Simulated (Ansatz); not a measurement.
# GaN: the cost of one run

Method: DFT PBEsol, scalar-relativistic, plane waves, PAW, in Ansatz 0.2.0.

4 further runs of the same task are left out: 4 set aside as unsound or not needed.

## Step 1: The structure to begin with

It takes space group F-43m (No. 216, cubic). Conventional cell: a = 4.498 Å, b = 4.498 Å, c = 4.498 Å, α = 90.00°, β = 90.00°, γ = 90.00°. Ga (site symmetry -43m) is surrounded by 4 N at 1.95 Å. N (site symmetry -43m) has 4 Ga at 1.95 Å as nearest neighbours.

Coordinates:

```cif
data_structure
_symmetry_space_group_name_H-M 'F-43m'
_symmetry_Int_Tables_number 216
_cell_length_a 4.4981
_cell_length_b 4.4981
_cell_length_c 4.4981
_cell_angle_alpha 90.000
_cell_angle_beta 90.000
_cell_angle_gamma 90.000
_cell_volume 91.01
loop_
_atom_site_label
_atom_site_type_symbol
_atom_site_symmetry_multiplicity
_atom_site_Wyckoff_symbol
_atom_site_fract_x
_atom_site_fract_y
_atom_site_fract_z
_atom_site_occupancy
Ga1 Ga 4 a 0.00000 0.00000 0.00000 1
N1 N 4 c 0.25000 0.25000 0.25000 1
```

It goes back to an entry of the Materials Project.

It is the result of an earlier relaxation at this level (volume 11.38 Å³/atom; gap on the mesh: 1.70 eV).

## Step 2: Phonons at Γ, at rest

Contents of input.yaml:

```yaml
crystal:
  lattice:
    - [0.0, 2.2490690254, 2.2490690254]
    - [2.2490690254, 0.0, 2.2490690254]
    - [2.2490690254, 2.2490690254, 0.0]
  atoms:
    - { symbol: Ga, position: [0.0, 0.0, 0.0] }
    - { symbol: "N", position: [0.75, 0.75, 0.75] }
basis:
  ecutwfc: 420
kpoints:
  mp_grid: { grid: [10, 10, 10] }
hamiltonian:
  xc: pbesol
scf:
  occupations: { method: fixed }
output:
  eigenvalues: true
phonons:
  method: dfpt
  dielectric: true
  rigid_motions: translations
  eigenvectors: true
```

Started as:

```sh
ansatz run input.yaml --threads 1 --pin off --max-ram 3072MiB --backend cpu --events-out ev --progress --plain --runs-dir out
```

What time and memory should one allow on 1 thread of Intel Xeon Platinum 8488C (Sapphire Rapids), shared host?

About 40 s, with a peak of 0.6 GiB.
